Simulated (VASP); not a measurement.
# Li (Im-3m) in VASP: a series of runs, part 2 of 2

VASP 6.6.1. Earlier steps stand in the parts before.

**4. Single point, PBEsol**

This run uses another cell than the first one, of 20.34 Å³/atom, 1.005 times its volume.

File INCAR:

```
SYSTEM = Li
ALGO     = Normal         ! electronic algorithm
EDIFF    = 1E-6           ! SCF threshold, eV
ENCUT    = 520            ! plane-wave cutoff, eV
GGA      = PS             ! functional
ISIF     = 2              ! what is computed and relaxed
ISMEAR   = 0              ! smearing method
LASPH    = .True.         ! aspherical terms in the spheres
LCHARG   = .True.         ! write CHGCAR
LELF     = .True.         ! ELF
LREAL    = .False.        ! projectors in reciprocal space
LVHAR    = .True.       
LWAVE    = .False.        ! write WAVECAR
NBANDS   = 8              ! bands
NELM     = 100            ! most SCF steps
PREC     = Accurate       ! precision mode
SIGMA    = 0.1            ! smearing width, eV
```

File KPOINTS:

```
k-points
0
Gamma
  8 8 8
  0 0 0
```

File POSCAR:

```
Li
1.0
   -1.7196562300      1.7196562300      1.7196562300
    1.7196562300     -1.7196562300      1.7196562300
    1.7196562300      1.7196562300     -1.7196562300
Li
1
Direct
    0.0000000000      0.0000000000      0.0000000000
```

Potentials or basis: VASP PAW PBE potentials, release 64 (Li_sv).

Command:

```
$ cat potpaw_PBE.64/Li_sv/POTCAR > POTCAR
$ mpirun -np 1 vasp_std > vasp.out
```

OUTCAR:

```text
SYSTEM = Li
   EDIFF = 1E-6
   ENCUT = 520
   GGA = PS
   ISIF = 2
   ISMEAR = 0
   LASPH = .True.
   LREAL = .False.
   NELM = 100
   PREC = Accurate

 ion  position               nearest neighbor table
   1  0.000  0.000  0.000-

  LATTYP: Found a body centered cubic cell.
 ALAT       =     3.4393124600

  Lattice vectors:

 A1 = (  -1.7196562300,   1.7196562300,   1.7196562300)
 A2 = (   1.7196562300,  -1.7196562300,   1.7196562300)
 A3 = (   1.7196562300,   1.7196562300,  -1.7196562300)

Analysis of symmetry for initial positions (statically):
=====================================================================
 Subroutine PRICEL returns:
 Original cell was already a primitive cell.

 Routine SETGRP: Setting up the symmetry group for a
 body centered cubic supercell.

 Subroutine GETGRP returns: Found 48 space group operations
 (whereof 48 operations were pure point group operations)
 out of a pool of 48 trial point group operations.

The static configuration has the point symmetry O_h .

Analysis of symmetry for dynamics (positions and initial velocities):
=====================================================================
 Subroutine PRICEL returns:
 Original cell was already a primitive cell.

 Routine SETGRP: Setting up the symmetry group for a
 body centered cubic supercell.

 Subroutine GETGRP returns: Found 48 space group operations
 (whereof 48 operations were pure point group operations)
 out of a pool of 48 trial point group operations.

The dynamic configuration has the point symmetry O_h .

 Subroutine INISYM returns: Found 48 space group operations
 (whereof 48 operations are pure point group operations),
 and found     1 'primitive' translations

----------------------------------------------------------------------------------------

                                     Primitive cell

  volume of cell :      20.3416

  direct lattice vectors                    reciprocal lattice vectors
    -1.719656230  1.719656230  1.719656230     0.000000000  0.290755787  0.290755787
     1.719656230 -1.719656230  1.719656230     0.290755787  0.000000000  0.290755787
     1.719656230  1.719656230 -1.719656230     0.290755787  0.290755787  0.000000000

  length of vectors
     2.978531962  2.978531962  2.978531962     0.411190777  0.411190777  0.411190777

  position of ions in fractional coordinates (direct lattice)
     0.000000000  0.000000000  0.000000000

  ion indices of the primitive-cell ions
   primitive index   ion index
                 1           1

----------------------------------------------------------------------------------------

 KPOINTS: k-points

Automatic generation of k-mesh.
 Grid dimensions read from file:
 generate k-points for:    8    8    8

 Generating k-lattice:

  Cartesian coordinates                     Fractional coordinates (reciprocal lattice)
     0.000000000  0.036344473  0.036344473     0.125000000  0.000000000  0.000000000
     0.036344473  0.000000000  0.036344473     0.000000000  0.125000000  0.000000000
     0.036344473  0.036344473  0.000000000     0.000000000  0.000000000  0.125000000

  Length of vectors
     0.051398847  0.051398847  0.051398847

  Shift w.r.t. Gamma in fractional coordinates (k-lattice)
     0.000000000  0.000000000  0.000000000

 Subroutine IBZKPT returns following result:
 ===========================================

 Found     29 irreducible k-points:

 Following reciprocal coordinates:
            Coordinates               Weight
  0.000000  0.000000  0.000000      1.000000
  0.125000  0.000000  0.000000     12.000000
  0.250000  0.000000  0.000000     12.000000
  0.375000  0.000000  0.000000     12.000000
  0.500000  0.000000  0.000000      6.000000
  0.125000  0.125000  0.000000     24.000000
[... 16 lines left out ...]
 -0.250000  0.250000  0.250000      6.000000
 -0.375000  0.375000  0.250000     24.000000
 [... further k-points ...]
   k-points           NKPTS =     29   k-points in BZ     NKDIM =     29   number of bands    NBANDS=      8
   number of dos      NEDOS =    301   number of ions     NIONS =      1
   total plane-waves  NPLWV =  13824
   dimension x,y,z NGX =    24 NGY =   24 NGZ =   24
   dimension x,y,z NGXF=    48 NGYF=   48 NGZF=   48
   ions per type =               1
   NGX,Y,Z   is equivalent  to a cutoff of  13.40, 13.40, 13.40 a.u.
   NGXF,Y,Z  is equivalent  to a cutoff of  26.79, 26.79, 26.79 a.u.
 SYSTEM =  Li
   PREC   = accura    normal or accurate (medium, high low for compatibility)
   ISTART =      0    job   : 0-new  1-cont  2-samecut
   ICHARG =      2    charge: 1-file 2-atom 10-const
   ISPIN  =      1    spin polarized calculation?
   LNONCOLLINEAR =      F non collinear calculations
   LSORBIT =      F    spin-orbit coupling
   LASPH  =      T    aspherical Exc in radial PAW
   ENCUT  =  520.0 eV  38.22 Ry    6.18 a.u.   5.54  5.54  5.54*2*pi/ulx,y,z
   NELM   =    100;   NELMIN=  2; NELMDL= -5     # of ELM steps
   EDIFF  = 0.1E-05   stopping-criterion for ELM
   LREAL  =      F    real-space projection
   EDIFFG = 0.1E-04   stopping-criterion for IOM
   NSW    =      0    number of steps for IOM
   IBRION =     -1    ionic relax: 0-MD 1-quasi-New 2-CG
   NFREE  =      0    steps in history (QN), initial steepest desc. (CG)
   ISIF   =      2    stress and relaxation
   ISYM   =      2    0-nonsym 1-usesym 2-fastsym
   POTIM  = 0.5000    time-step for ionic-motion
   TEBEG  =    0.0;   TEEND  =   0.0 temperature during run
   PSTRESS=    0.0 pullay stress
   NELECT =       3.0000    total number of electrons
   NUPDOWN=      -1.0000    fix difference up-down
   EMIN   =  10.00;   EMAX   =-10.00  energy-range for DOS
   EFERMI =   0.00;   METHOD = LEGACY
   ISMEAR =     0;   SIGMA  =   0.10  broadening in eV -4-tet -1-fermi 0-gaus
   EFERMI_NEDOS =   21; number of points for ismear=-14 and -15
   IALGO  =     38    algorithm
   IMIX   =      4    mixing-type and parameters
     AMIX     =   0.40;   BMIX     =  1.00
     AMIX_MAG =   1.60;   BMIX_MAG =  1.00
  volume/ion in A,a.u.               =      20.34       137.27
  Fermi-wavevector in a.u.,A,eV,Ry     =   0.864942  1.634503 10.178852  0.748125
  Thomas-Fermi vector in A             =   1.983113
   LORBIT       =      0    0 simple, 1 ext, 2 COOP (PROOUT), +10 PAW based schemes
   GGA     = PS    functional components
   LHFCALC =     F    Hartree Fock is set to
   AEXX    =    0.0000 exact exchange contribution
   IVDW    =     0    specifies the selected vdW correction
   LEPSILON=     F    determine dielectric tensor
   LRPA    =     F    only Hartree local field effects (RPA)
 non-spin polarized calculation
 Gauss-broadening in eV      SIGMA  =   0.10
  energy-cutoff  :      520.00
  volume of cell :       20.34
 maximum number of plane-waves:       559
 NGX is ok and might be reduce to    24
   NGX = 11   NGY = 11   NGZ = 11

 number of electron       2.9999999 magnetization

 Free energy of the ion-electron system (eV)
  ---------------------------------------------------
  ext. energy  EPLUGINS =         0.00000000
  ---------------------------------------------------
  free energy    TOTEN  =        -1.95608069 eV

  energy without entropy =       -1.95048358  energy(sigma->0) =       -1.95328214

 E-fermi :   0.6598     XC(G=0):  -7.0090

 val. band max:        0.5892096124   @ k =   0.2500   0.2500   0.0000
 cond. band min:       0.7131265838   @ k =   0.3750   0.1250   0.0000
 fundamental gap:      0.1239169714
 Fermi energy:         0.6597533991

 k-point     1 :       0.0000    0.0000    0.0000
  band No.  band energies     occupation
      1     -45.3021      2.00000
      2      -2.9329      2.00000
      3      15.2114      0.00000
      4      15.2114      0.00000
      5      15.2115      0.00000
      6      19.9300      0.00000
      7      19.9300      0.00000
      8      19.9300      0.00000
[... 243 lines left out ...]
 k-point    24 :      -0.3750    0.3750    0.2500
  band No.  band energies     occupation
      1     -45.2773      2.00000
      2       0.9805      0.00001
      3       6.5077      0.00000
      4       8.0196      0.00000
      5      11.4264      0.00000
      6      13.5002      0.00000
      7      17.8491      0.00000
      8      20.9670      0.00000

 [... further k-points ...]

------------------------ aborting loop because EDIFF is reached ----------------------------------------

  FORCE on cell =-STRESS in cart. coord.  units (eV):
  Direction    XX          YY          ZZ          XY          YZ          ZX
  --------------------------------------------------------------------------------------
  -------------------------------------------------------------------------------------
  Total       -0.0139042     -0.0139042     -0.0139042      0.0000000     -0.0000000      0.0000000
  in kB       -1.0951423     -1.0951423     -1.0951423      0.0000000     -0.0000000      0.0000000
  external PRESSURE =      -1.0951423 kB  Pullay stress =       0.0000000 kB

 VOLUME and BASIS-vectors are now :
 -----------------------------------------------------------------------------
  energy-cutoff  :      520.00
  volume of cell :       20.34
      direct lattice vectors                 reciprocal lattice vectors
    -1.719656230  1.719656230  1.719656230     0.000000000  0.290755787  0.290755787
     1.719656230 -1.719656230  1.719656230     0.290755787  0.000000000  0.290755787
     1.719656230  1.719656230 -1.719656230     0.290755787  0.290755787  0.000000000

 POSITION                                       TOTAL-FORCE (eV/Angst)
 -----------------------------------------------------------------------------------
      0.00000      0.00000      0.00000         0.000000     -0.000000     -0.000000
 -----------------------------------------------------------------------------------
    total drift:                                0.000000      0.000000     -0.000000

  FREE ENERGIE OF THE ION-ELECTRON SYSTEM (eV)
  ---------------------------------------------------
  free  energy   TOTEN  =        -1.9560806936 eV

  energy  without entropy=       -1.9504835798  energy(sigma->0) =       -1.95328214
```

Wall time 2.8 s (1 thread of Intel Xeon Platinum 8488C (Sapphire Rapids), shared host); peak memory 0.12 GiB.

What came out:

| Quantity | Value |
| --- | --- |
| Free energy | -1.9561 eV |
| Band gap on the k mesh | none (metal or under the smearing width) |

Levels at points of the mesh, in eV from the Fermi level:
| k point | band 1 | band 2 | band 3 | band 4 |
| --- | --- | --- | --- | --- |
| (0.00, 0.00, 0.00) | -45.96 | -3.59 | 14.55 | 14.55 |
| (0.50, 0.00, 0.00) | -45.94 | 0.20 | 3.21 | 10.31 |
| (0.50, 0.50, 0.50) | -45.93 | 5.47 | 5.47 | 5.47 |

Caveat: the cutoff is under 1.25 times the usual one of these potentials, so pressure, stress and relaxed cells hold a basis-set (Pulay) error; the PAW data sets were made with another functional, which shifts forces and pressure a little.

**5. Overview**

| task | cell | k mesh | cutoff (eV) | gap on the mesh (eV) |
| --- | --- | --- | --- | --- |
| single point | Im-3m, 20.23 Å³/atom | 18 × 18 × 18 | 520 | none |
| relaxation of cell and atoms | relaxed | 18 × 18 × 18 | 600 | none |
| single point | Im-3m, 20.34 Å³/atom | 8 × 8 × 8 | 520 | none |

Alike in all rows: level PBEsol; potentials or basis VASP PAW PBE potentials, release 64 (Li_sv); no spin polarisation; smearing gaussian 0.1 eV.

Caveats: the cutoff is under 1.25 times the usual one of these potentials, so pressure, stress and relaxed cells hold a basis-set (Pulay) error; the PAW data sets were made with another functional, which shifts forces and pressure a little.

Total energies depend on the potentials used, so only differences within one code and one set of settings carry meaning.
